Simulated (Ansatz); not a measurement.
# Sn (bcc type): how the settings move a single-point run

Aim: see which settings change the result for Sn (bcc type), by how much, and at what cost.

Method: reference: DFT, PBE, all-electron LAPW, scalar-relativistic, in Ansatz 0.2.0.

## (1) The starting structure

It takes space group Im-3m (No. 229, cubic). The conventional cell has a = 3.023 Å, b = 3.023 Å, c = 3.023 Å, α = 90.00°, β = 90.00°, γ = 90.00°. Sn (site symmetry m-3m) is surrounded by 8 Sn at 2.62 Å.

Coordinates:

```
Sn
1.0
    -1.51152    1.51152    1.51152
     1.51152   -1.51152    1.51152
     1.51152    1.51152   -1.51152
Sn
1
Cartesian
  0.0000 0.0000 0.0000
```

## (2) The reference run

File input.yaml:

```yaml
crystal:
  lattice:
    - [-1.5115175633, 1.5115175633, 1.5115175633]
    - [1.5115175633, -1.5115175633, 1.5115175633]
    - [1.5115175633, 1.5115175633, -1.5115175633]
  atoms:
    - { symbol: Sn, position: [0.0, 0.0, 0.0] }
kpoints:
  mp_grid: { grid: [14, 14, 14] }
scf:
  occupations: { method: fermi_dirac, width: 0.1 }
hamiltonian:
  xc: pbe
  pseudopotentials: { kind: all_electron, lapw: { basis_error: 0.001 } }
output:
  forces: true
  stress: true
  eigenvalues: true
  populations: true
```

The run is started by

```console
ansatz run input.yaml --threads 1 --pin off --max-ram 2048MiB --backend cpu --events-out ev --progress --plain --runs-dir out
```

## (3) Changing settings: xc pbesol

input.yaml: that of step 2 with these lines changed.

```diff
@@ -12,3 +12,3 @@
 hamiltonian:
-  xc: pbe
+  xc: pbesol
   pseudopotentials: { kind: all_electron, lapw: { basis_error: 0.001 } }
```

Q: Predict the outcome of this session. Wanted: for each run, ending; energy change; pressure; gap; force.

As calculated:

```
         run     ending   energy change  pressure (GPa)  gap (eV)  force (eV/Å)  cycles  time
   reference  converged               -           176.6      0.00          0.00       7  11 s
1: xc pbesol  converged  not comparable           166.7      0.00          0.00       7  11 s
```

Residual by cycle in the longest SCF loop of each run; runs are numbered as in the table. The quantity is the density residual dr2, in eV.

```
cycle  reference    run 1
    1     0.0102   0.0101
    2    0.00351  0.00341
    3    0.00122  0.00119
    4     1.8e-4   1.7e-4
    5     7.1e-6   6.5e-6
    6     5.5e-7   6.0e-7
    7     1.9e-8   1.5e-8
```

What this shows: After a change of functional the difference of the totals has no physical meaning; the pressure goes from 176.6 to 166.7 GPa. At this fixed cell a lower pressure means that this functional prefers a smaller volume than the reference. The structure is not at rest: the sound run finds 177 GPa, so these are no properties of the relaxed crystal. 
